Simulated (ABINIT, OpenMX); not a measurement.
Li: 4 runs at one level of theory

```xyz
1
Lattice="-1.7547 1.7547 1.7547 1.7547 -1.7547 1.7547 1.7547 1.7547 -1.7547" Properties=species:S:1:pos:R:3 pbc="T T T"
Li    0.0000    0.0000    0.0000
```

Alike in all runs: task band structure; functional LDA; k mesh 11 × 11 × 11; occupations fermi-dirac, width 0.05 eV; no spin polarisation; no spin-orbit coupling. LDA stands for any of its common fits. Pressure is positive in compression and, in plane waves, holds the error of the finite cutoff.

```tsv
program and potentials	plane-wave cutoff (eV)	notes	pressure (GPa)
ABINIT, PseudoDojo NC SR LDA v0.4 stringent	1306	-	-1.58
ABINIT, JTH PAW LDA v2.0	408	-	-1.56
ABINIT, PseudoDojo NC SR LDA v0.4.1 standard	1007	-	-1.58
OpenMX, OpenMX 2013 LDA set, Li8.0-s3p2, grid cutoff 300 Ry	-	atomic basis	-1.75
```

The pressure spans -1.75 (OpenMX, OpenMX 2013 LDA set, Li8.0-s3p2, grid cutoff 300 Ry) to -1.56 GPa (ABINIT, JTH PAW LDA v2.0). Rows in atomic bases carry the error of their basis and grid, which can be large.

Differences between rows come from potentials, basis sets and numerical settings, since the functional is the same but for its coding. Runs on potential files found faulty are left out.
